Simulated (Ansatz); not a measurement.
# SiO2 (P4_32_12) in Ansatz: settings compared

One crystal, SiO2, is run at these levels: RPBE, r2SCAN+D3(BJ); tasks: relaxation of cell and atoms.

Everything below comes from runs of Ansatz 0.2.0. Logs are shortened: lines on timing, memory, paths and dates and some standing lists are left out, and cuts for length are marked.

## 1. The structure

The structure is tetragonal, space group P4_32_12 (No. 96). Conventional cell: a = 4.976 Å, b = 4.976 Å, c = 6.901 Å, α = 90.00°, β = 90.00°, γ = 90.00°. Around Si (site symmetry 2) lie 4 O at 1.61 Å. O (site symmetry 1) has 2 Si at 1.61 Å as nearest neighbours.

The cell comes from a database or a generator and needn't be the stable form of this composition.

## 2. Relaxation of cell and atoms, RPBE

Contents of input.yaml:

```yaml
crystal:
  lattice:
    - [4.97558882, 0.0, 0.0]
    - [0.0, 4.97558882, 0.0]
    - [0.0, 0.0, 6.90088944]
  atoms:
    - { symbol: Si, position: [0.80324656, 0.80324656, 0.5] }
    - { symbol: Si, position: [0.69675344, 0.30324656, 0.25] }
    - { symbol: Si, position: [0.30324656, 0.69675344, 0.75] }
    - { symbol: Si, position: [0.19675344, 0.19675344, 0.0] }
    - { symbol: O, position: [0.76175763, 0.11038707, 0.43204156] }
    - { symbol: O, position: [0.88961293, 0.23824237, 0.06795844] }
    - { symbol: O, position: [0.11038707, 0.76175763, 0.56795844] }
    - { symbol: O, position: [0.26175763, 0.38961293, 0.81795844] }
    - { symbol: O, position: [0.23824237, 0.88961293, 0.93204156] }
    - { symbol: O, position: [0.73824237, 0.61038707, 0.31795844] }
    - { symbol: O, position: [0.38961293, 0.26175763, 0.18204156] }
    - { symbol: O, position: [0.61038707, 0.73824237, 0.68204156] }
hamiltonian:
  xc: rpbe
  pseudopotentials: { kind: paw }
kpoints:
  mp_grid: { grid: [6, 6, 4] }
scf:
  occupations: { method: fermi_dirac, width: 0.05 }
output:
  forces: true
  stress: true
  eigenvalues: true
relax:
  f_tol: 0.01
  max_steps: 40
  cell: { stress_tol: 0.05 }
```

Potentials or basis: Ansatz PAW.

Launch:

```bash
> ansatz run input.yaml --threads 4 --pin off --max-ram 11264MiB --backend cpu --events-out ev --progress --plain --runs-dir out
```

Output:

```text
Warning: RAYON_NUM_THREADS=4 ignored (pool sized by the plan → 4); use --threads N
Engine: ansatz 0.2.0, aarch64-unknown-linux-gnu
Pseudopotentials: kind: paw
Pseudopotential: Si, paw, valence charge 4, recommended cutoff 420 eV (normal), Si.paw.azcp
Pseudopotential: O, paw, valence charge 6, recommended cutoff 420 eV (normal), O.paw.azcp
Functional definition: RPBE
  parameter kappa = 0.804
  parameter beta = 0.06672455060314922
  exchange = rpbe_x(kappa = kappa, mu = beta*pi^2/3)
  correlation = pbe_c(beta = beta)
Crystal: 12 atoms, lattice volume = 170.842 Å³
Basis set: ecut = 420 eV, 3355 PW (Γ), exchange–correlation on 72×72×96 points (8 copies of the dense FFT grid, shifted against one another)
Bands: 44, of which v1, the nominal top of the filled ones, is band 32 counted from 1 (31 counted from 0)
Symmetry: 8 space group operations
Space group: P43212 (ITA 96), of the structure as read, at distance tolerance 5.5e-5 Å
k-points: 30 of 144 (time reversal used)
Non-local potential: Si, projectors of the file, l = 0: 2, l = 1: 2, l = 2: 2
Non-local potential: O, projectors of the file, l = 0: 2, l = 1: 2, l = 2: 1
PAW form: soft (Blöchl's): semilocal exchange-correlation on the pseudo side does not see the compensation charge
PAW frozen core: Si, regenerated for the run's functional, and the local potential with it (the file was generated under x = pbe(κ = 0.804, μ = 0.2195149727645171), c = pbe(β = 0.06672455060314922))
PAW frozen core: O, regenerated for the run's functional, and the local potential with it (the file was generated under x = pbe(κ = 0.804, μ = 0.2195149727645171), c = pbe(β = 0.06672455060314922))
PAW one-centre angular grid: Si, 110 points (default); XC on 64 Gauss nodes
PAW one-centre angular grid: O, 110 points (default); XC on 64 Gauss nodes
Initial density: superposition of atomic densities (neutral atoms: chi_scale 0, normalization atom), corrected by the library's trained network
Initial wavefunctions: pseudopotential atomic-orbital guess
Functional: x = rpbe, c = pbe(β = 0.06672455060314922)
SCF iter   1: F=—  HF=-7122.723129 eV  |F-HF|=—  |Δ(HF+E_count)|=         —  Δρ=3.16e-3  dr2=1.46e-2  ethr=1.77e-3  ⟨swp⟩=6.9  Hψ=6887  notcnv=0  defer=58
preconditioner: auto → Resta (q_TF=auto, 2.316 Å⁻¹)  ε∞=2.8  [insulator: Δε(μ)=5.968 eV  Ē_g=16.965 eV  σ=0.050 eV  W_gap=1.00  n_scr=36 (ndim 8)  ℏωp=22.7 eV  f_vac=0.221  D(μ)=0.00/eV (n_scr^D=0)  ε∞_Penn≈2.8]
SCF iter   2: F=—  HF=-7122.723790 eV  |F-HF|=—  |Δ(HF+E_count)|=   6.62e-4  Δρ=1.66e-3  dr2=2.12e-3  ethr=2.28e-5  ⟨swp⟩=2.2  Hψ=2454  notcnv=0  defer=124
SCF iter   3: F=—  HF=-7122.724885 eV  |F-HF|=—  |Δ(HF+E_count)|=   1.09e-3  Δρ=5.29e-4  dr2=4.17e-4  ethr=3.31e-6  ⟨swp⟩=1.0  Hψ=1180  notcnv=0  defer=124
SCF iter   4: F=—  HF=-7122.725005 eV  |F-HF|=—  |Δ(HF+E_count)|=   1.20e-4  Δρ=8.02e-5  dr2=1.24e-5  ethr=6.51e-7  ⟨swp⟩=2.5  Hψ=2127  notcnv=0  defer=124
SCF iter   5: F=—  HF=-7122.725426 eV  |F-HF|=—  |Δ(HF+E_count)|=   4.21e-4  Δρ=1.47e-5  dr2=2.87e-7  ethr=1.94e-8  ⟨swp⟩=2.0  Hψ=2031  notcnv=0  defer=124
SCF iter   6: F=-7122.725426 eV  HF=-7122.725426 eV  |F-HF|=1.57e-8  |Δ(HF+E_count)|=   1.28e-7  Δρ=2.70e-6  dr2=7.52e-9  ethr=1.56e-10  ⟨swp⟩=12.4  Hψ=6792  notcnv=0
SCF 1 converged in 6 iterations: F = -7122.725426 eV  dr2 = 7.52e-9
relax step   1: F+E_penalty+E_count = -7122.72542583 eV  Δ(F+E_penalty+E_count) = +0.000e0 eV  max|allowed force component| = 3.443e-1 eV/Å  Δτ_max = 0.0000 Å  P = +7.632 GPa  Ω = 170.842 Å³  (6 SCF iters, dr2 threshold 1.00e-7 eV, accepted)
Crystal: 12 atoms, lattice volume = 175.732 Å³
Basis set: ecut = 420 eV, 3451 PW (Γ), exchange–correlation on 72×72×96 points (8 copies of the dense FFT grid, shifted against one another)
Initial density: handed on by an earlier stage of this run
Initial wavefunctions: those handed on with the density
iter 1 solved again at ethr=7.80e-5 eV; its pass at ethr=3.10e-3 eV (dr2=4.99e-2 eV) is discarded
SCF iter   1: F=—  HF=-7122.864042 eV  |F-HF|=—  |Δ(HF+E_count)|=         —  Δρ=5.72e-3  dr2=4.95e-2  ethr=7.80e-5  ⟨swp⟩=2.6  Hψ=5924  notcnv=0
preconditioner: auto → Resta (q_TF=auto, 2.306 Å⁻¹)  ε∞=2.8  [insulator: Δε(μ)=5.711 eV  Ē_g=16.670 eV  σ=0.050 eV  W_gap=1.00  n_scr=36 (ndim 8)  ℏωp=22.4 eV  f_vac=0.244  D(μ)=0.00/eV (n_scr^D=0)  ε∞_Penn≈2.8]
SCF iter   2: F=—  HF=-7122.850633 eV  |F-HF|=—  |Δ(HF+E_count)|=   1.34e-2  Δρ=2.29e-3  dr2=5.53e-3  ethr=7.74e-5  ⟨swp⟩=2.0  Hψ=2400  notcnv=0
SCF iter   3: F=—  HF=-7122.849568 eV  |F-HF|=—  |Δ(HF+E_count)|=   1.06e-3  Δρ=1.02e-3  dr2=1.45e-3  ethr=8.63e-6  ⟨swp⟩=1.0  Hψ=1320  notcnv=0
[... 124 lines left out ...]
relax step  12: F+E_penalty+E_count = -7122.95415199 eV  Δ(F+E_penalty+E_count) = -1.178e-3 eV  max|allowed force component| = 7.383e-4 eV/Å  Δτ_max = 0.0000 Å  P = +0.005 GPa  Ω = 189.627 Å³  stress off target by 5.00e-3 GPa  SCF on the basis re-selected at this cell (its energy is not comparable with the rows above)  (4 SCF iters)
basis re-selected at this cell: Δ(F+E_penalty+E_count) = -1.178e-3 eV, ΔP = +0.003 GPa vs the last step (what re-selecting the basis moved, of the pressure what is left beyond the Pulay correction that the steps carried, after the strain that the cell walked since its last selection, with what the two solves' SCF thresholds leave and, on support functions, any second-order correction that the steps lacked; it is no measure of the basis error at this ecutwfc). The dense FFT grid was sized anew with the basis: this SCF ran on 36×36×50 points, the steps before it on 36×36×48, so part of this shift can come from that change (see relax.cell in the input reference). This SCF's stress stands 5.00e-3 GPa from its target on what of the cell is left free (relax.cell.stress_tol is 5.00e-2 GPa) and its largest allowed force component is 7.38e-4 eV/Å (relax.f_tol is 1.00e-2 eV/Å): within both
SCF converged after 4 iterations
Free energy (F): -7122.954152 eV
Harris-Foulkes:  -7122.954152 eV  (|F-HF|=2.27e-9)
Internal energy: -7122.954152 eV  (E = F + TS)
E sigma→0 (E₀):  -7122.954152 eV
Fermi energy:    3.605271 eV
--- Per-component energies (eV) ---
  E_band       = -389.385794
  E_kinetic    = 1605.720694
  E_local      = -4768.842954  (includes V_loc(G=0)·N_el)
  E_nonlocal   = 468.761467
  E_hartree    = 1775.825590
  E_xc         = -819.138147
  E_vxc        = -947.276254  (∫ρ·V_xc dr)
  E_paw        = -3346.331731  (= ΣΔE_a)
  E_vpaw       = -299.420188  (= ΣTr[D̂ρ^β])
  E_aug_tail   = 0.020432  (compensation charges beyond the density's cutoff)
  E_ewald      = -2038.706359
  E_core_change = -0.263143  (= ΣΔE_core)
  E_smearing   = -0.000000  (= −TS)
  E_closure    = -0.000000  (closes the sum)
  Σ components = -7122.954152   (vs F -7122.954152, Δ=0.00e0)
--- Forces (eV/Å), atoms counted from 1 ---
  atom   1  Si    -0.00006121    -0.00006121    -0.00000000
  atom   2  Si     0.00006121    -0.00006121     0.00000000
  atom   3  Si    -0.00006121     0.00006121     0.00000000
  atom   4  Si     0.00006121     0.00006121    -0.00000000
  atom   5  O      0.00004668    -0.00073833    -0.00020830
  atom   6  O      0.00073833    -0.00004668     0.00020830
  atom   7  O     -0.00073833     0.00004668     0.00020830
  atom   8  O      0.00004668     0.00073833     0.00020830
  atom   9  O     -0.00004668     0.00073833    -0.00020830
  atom  10  O     -0.00004668    -0.00073833     0.00020830
  atom  11  O      0.00073833     0.00004668    -0.00020830
  atom  12  O     -0.00073833    -0.00004668    -0.00020830
  max |Σ_I F_I| component: 6.94e-18 eV/Å
--- Stress (GPa, compression-positive) ---
        0.004270      -0.000000      -0.000000
       -0.000000       0.004270      -0.000000
       -0.000000      -0.000000       0.005003
  P = ⅓ Tr σ = 0.0045 GPa (0.045 kbar)
--- Band table (eV; the first three rows and the last of 30) ---
  k-point 0: bands = ["-18.5022", "-17.6708", "-17.6708", "-16.5853", "-16.5658", "-16.5652", "-16.5501", "-16.5501", "-8.7188", "-6.6107", "-6.6107", "-4.8678", "-4.8107", "-4.8107", "-4.3623", "-4.2389", "-1.9603", "-1.9603", "-1.9382", "-1.4808", "-1.4533", "-1.2018", "-1.0176", "-0.9689", "-0.9689", "-0.4670", "-0.4670", "-0.2978", "0.1350", "0.5604", "0.5604", "0.7878", "6.3406", "9.5020", "9.5020", "9.6141", "9.6141", "10.0494", "10.2762", "11.4843", "11.4843", "11.7757", "11.8290", "11.9196"]
  k-point 1: bands = ["-18.4444", "-18.0094", "-17.2975", "-16.6833", "-16.5637", "-16.5625", "-16.5530", "-16.5517", "-8.5462", "-7.3835", "-5.8795", "-4.9761", "-4.7756", "-4.7213", "-4.4498", "-4.3315", "-1.9297", "-1.8969", "-1.8631", "-1.4260", "-1.3821", "-1.1805", "-1.1654", "-1.0248", "-1.0037", "-0.8605", "-0.1745", "-0.0306", "0.1858", "0.3978", "0.5101", "0.6795", "6.6614", "8.5791", "9.6706", "9.8704", "10.1467", "10.1903", "10.1952", "11.1325", "11.1460", "11.5289", "11.7517", "12.1393"]
  k-point 2: bands = ["-18.2755", "-18.2755", "-16.9444", "-16.9444", "-16.5585", "-16.5585", "-16.5569", "-16.5569", "-8.0687", "-8.0687", "-5.3122", "-5.3122", "-4.6309", "-4.6309", "-4.5353", "-4.5353", "-1.8758", "-1.8758", "-1.6053", "-1.6053", "-1.2113", "-1.2113", "-1.1189", "-1.1189", "-1.0992", "-1.0992", "0.0993", "0.0993", "0.3138", "0.3138", "0.4019", "0.4019", "7.4994", "7.4994", "10.0722", "10.0722", "10.2120", "10.2120", "10.6807", "10.6807", "10.8338", "10.8338", "12.0899", "12.0899"]
  k-point 29: bands = ["-17.6507", "-17.6507", "-17.6507", "-17.6507", "-16.5979", "-16.5979", "-16.5979", "-16.5979", "-6.6296", "-6.6296", "-6.6296", "-6.6296", "-4.2765", "-4.2765", "-4.2765", "-4.2765", "-2.0229", "-2.0229", "-2.0229", "-2.0229", "-1.3220", "-1.3220", "-1.3220", "-1.3220", "-0.5147", "-0.5147", "-0.5147", "-0.5147", "0.1431", "0.1431", "0.1431", "0.1431", "9.8103", "9.8103", "9.8103", "9.8103", "10.2985", "10.2985", "10.2985", "10.2985", "11.0996", "11.0996", "11.0996", "11.0996"]
--- Relaxed structure (9 steps of the walk, 9 accepted, 3 SCFs on fresh bases) ---
  F+E_penalty+E_count = -7122.95415199 eV   max|allowed force component| = 7.383e-4 eV/Å   (the final SCF, on the basis selected at the relaxed cell)
  cell:  # Å, volume = 189.6268 Å³
    - [5.137392924905323, 3.4539572069318403e-34, 0.0]
    - [3.4539572069318403e-34, 5.137392924905323, -1.7269786034659202e-34]
    - [0.0, -2.395231768320421e-34, 7.184792326502646]
  atoms:
    - { symbol: Si, position: [0.7902249766025278, 0.7902249766025278, 0.5] }
    - { symbol: Si, position: [0.7097750233974721, 0.2902249766025277, 0.25] }
    - { symbol: Si, position: [0.2902249766025277, 0.7097750233974721, 0.7500000000000001] }
    - { symbol: Si, position: [0.20977502339747223, 0.20977502339747223, -2.0948066321250023e-20] }
    - { symbol: O, position: [0.75758023740891, 0.08640516202369496, 0.4208776118826001] }
    - { symbol: O, position: [0.9135948379763051, 0.24241976259109, 0.07912238811739991] }
    - { symbol: O, position: [0.08640516202369496, 0.75758023740891, 0.5791223881174] }
    - { symbol: O, position: [0.25758023740891006, 0.4135948379763051, 0.8291223881174] }
    - { symbol: O, position: [0.24241976259109, 0.9135948379763051, 0.9208776118826003] }
    - { symbol: O, position: [0.7424197625910899, 0.586405162023695, 0.32912238811739997] }
    - { symbol: O, position: [0.4135948379763051, 0.25758023740891006, 0.1708776118826001] }
    - { symbol: O, position: [0.586405162023695, 0.7424197625910899, 0.6708776118826002] }
```

Run time: 83 s. Hardware: 4 threads of Arm Neoverse V2, shared host; peak memory 0.56 GiB.

Results:

```
Free energy                            : -7122.9542 eV
Relaxed volume                         : 15.80 Å³/atom
Relaxed cell                           : a = 5.137 Å, b = 5.137 Å, c = 7.185 Å, α = 90.00°, β = 90.00°, γ = 90.00°
Space group after relaxing (to 0.05 Å) : P4_32_12 (No. 96)
Energy gained by relaxing              : 19.1 meV/atom
Ionic steps                            : 12
Pressure after relaxing                : 0.0 GPa
Band gap on the k mesh                 : 5.55 eV, direct
```

Step by step:
```tsv
step	energy change (eV)	largest force (eV/Å)	volume (Å³)
1	0.0000	0.4236	170.84
2	-0.1245	0.1854	175.73
3	-0.1618	0.0506	181.52
4	-0.1615	0.0101	183.20
5	-0.1598	0.0021	184.03
6	-0.2182	0.0024	184.03
7	-0.2167	0.0069	187.37
8	-0.2130	0.0233	188.85
9	-0.2121	0.0016	189.17
10	-0.2287	0.0016	189.17
11	-0.2275	0.0008	189.63
12	-0.2287	0.0008	189.63
```

Final structure:
```xyz
12
Lattice="5.1374 0.0000 0.0000 0.0000 5.1374 0.0000 0.0000 0.0000 7.1848" Properties=species:S:1:pos:R:3 pbc="T T T"
Si    4.0597    4.0597    3.5924
Si    3.6464    1.4910    1.7962
Si    1.4910    3.6464    5.3886
Si    1.0777    1.0777    0.0000
O     3.8920    0.4439    3.0239
O     4.6935    1.2454    0.5685
O     0.4439    3.8920    4.1609
O     1.3233    2.1248    5.9571
O     1.2454    4.6935    6.6163
O     3.8141    3.0126    2.3647
O     2.1248    1.3233    1.2277
O     3.0126    3.8141    4.8201
```

Levels at points of the mesh, in eV from the valence-band top:
| k point | band 30 | band 31 | band 32 | band 33 | band 34 | band 35 |
| --- | --- | --- | --- | --- | --- | --- |
| (0.00, 0.00, 0.00) | -0.23 | -0.23 | 0.00 | 5.55 | 8.71 | 8.71 |
| (0.00, 0.00, -0.50) | -0.47 | -0.39 | -0.39 | 6.71 | 6.71 | 9.28 |
| (0.00, -0.50, 0.00) | -0.62 | -0.43 | -0.43 | 7.47 | 7.47 | 9.16 |
| (0.00, -0.50, -0.50) | -0.90 | -0.15 | -0.15 | 7.64 | 7.64 | 8.75 |
| (-0.50, -0.50, 0.00) | -0.58 | -0.55 | -0.55 | 8.52 | 8.52 | 8.57 |
| (-0.50, -0.50, -0.50) | -0.64 | -0.64 | -0.64 | 9.02 | 9.02 | 9.02 |

Caveat: the plane-wave basis is chosen anew once the cell has moved, so the energies of steps on either side of that aren't comparable; the pressure holds a Pulay correction of +0.4 GPa for the finite cutoff; the PAW data sets come from PBE, with cores solved anew for the run's functional, which leaves a small shift of forces and pressure. RPBE gaps usually lie below the measured ones, often by a third to a half.

## 3. Relaxation of cell and atoms, r2SCAN+D3(BJ)

input.yaml, as its differences from that of step 2:

```diff
@@ -19,4 +19,5 @@
 hamiltonian:
-  xc: rpbe
+  xc: r2scan
   pseudopotentials: { kind: paw }
+  dispersion: d3bj
 kpoints:
```

Potentials or basis: Ansatz PAW.

Launch:

```bash
> ansatz run input.yaml --threads 4 --pin off --max-ram 11264MiB --backend cpu --events-out ev --progress --plain --runs-dir out
```

Run time: 89 s. Hardware: 4 threads of Arm Neoverse V2, shared host; peak memory 0.85 GiB.

It converged, with:

```yaml
Free_energy: -7121.0518 eV
Relaxed_volume: 13.61 Å³/atom
Relaxed_cell: a = 4.910 Å, b = 4.910 Å, c = 6.772 Å, α = 90.00°, β = 90.00°, γ = 90.00°
Space_group_after_relaxing_to_0.05_Å: P4_32_12 (No. 96)
Energy_gained_by_relaxing: 1.4 meV/atom
Ionic_steps: 7
Pressure_after_relaxing: 0.0 GPa
Band_gap_on_the_k_mesh: 6.45 eV, direct
```

Forces in eV/Å, atoms in the order of the input:
```
Si  -0.001 -0.001  0.000
Si   0.001 -0.001  0.000
Si  -0.001  0.001  0.000
Si   0.001  0.001  0.000
O    0.000  0.001  0.000
O   -0.001  0.000  0.000
O    0.001  0.000  0.000
O    0.000 -0.001  0.000
O    0.000 -0.001  0.000
O    0.000  0.001  0.000
O   -0.001  0.000  0.000
O    0.001  0.000  0.000
```

Step by step:
```csv
step,energy change (eV),largest force (eV/Å),volume (Å³)
1,0.0000,0.0324,170.84
2,-0.0028,0.0304,170.13
3,-0.0106,0.0788,167.22
4,-0.0153,0.0489,165.90
5,-0.0193,0.0216,163.54
6,-0.0195,0.0020,163.28
7,-0.0162,0.0020,163.28
```

Final structure:
```yaml
crystal:
  lattice:
    - [4.91006, 0.00000, 0.00000]
    - [0.00000, 4.91006, 0.00000]
    - [0.00000, 0.00000, 6.77250]
  atoms:
    - { symbol: Si, position: [0.81015, 0.81015, 0.50000] }
    - { symbol: Si, position: [0.68985, 0.31015, 0.25000] }
    - { symbol: Si, position: [0.31015, 0.68985, 0.75000] }
    - { symbol: Si, position: [0.18985, 0.18985, 0.00000] }
    - { symbol: O, position: [0.76502, 0.12424, 0.43881] }
    - { symbol: O, position: [0.87576, 0.23498, 0.06119] }
    - { symbol: O, position: [0.12424, 0.76502, 0.56119] }
    - { symbol: O, position: [0.26502, 0.37576, 0.81119] }
    - { symbol: O, position: [0.23498, 0.87576, 0.93881] }
    - { symbol: O, position: [0.73498, 0.62424, 0.31119] }
    - { symbol: O, position: [0.37576, 0.26502, 0.18881] }
    - { symbol: O, position: [0.62424, 0.73498, 0.68881] }
```

Levels at points of the mesh, in eV from the valence-band top:
```
              k point  band 28  band 29  band 30  band 31  band 32  band 33  band 34  band 35  band 36  band 37
   (0.00, 0.00, 0.00)    -1.30    -0.72    -0.39    -0.39     0.00     6.45     9.73     9.73    10.38    10.38
  (0.00, 0.00, -0.50)    -0.97    -0.61    -0.61    -0.39    -0.39     7.81     7.81    10.27    10.27    10.88
  (0.00, -0.50, 0.00)    -0.99    -0.68    -0.68    -0.51    -0.51     8.62     8.62    10.11    10.11    10.83
 (0.00, -0.50, -0.50)    -1.04    -0.92    -0.92    -0.21    -0.21     9.06     9.06     9.88     9.88    10.35
 (-0.50, -0.50, 0.00)    -1.30    -0.59    -0.59    -0.52    -0.52     9.57     9.57     9.72     9.72    10.57
(-0.50, -0.50, -0.50)    -1.35    -0.56    -0.56    -0.56    -0.56    10.08    10.08    10.08    10.08    10.75
```

Caveat: the plane-wave basis is chosen anew once the cell has moved, so the energies of steps on either side of that aren't comparable; the PAW data sets come from PBE, with cores solved anew for the run's functional, which leaves a small shift of forces and pressure; the dispersion damping was fitted for another functional or another form of the correction.
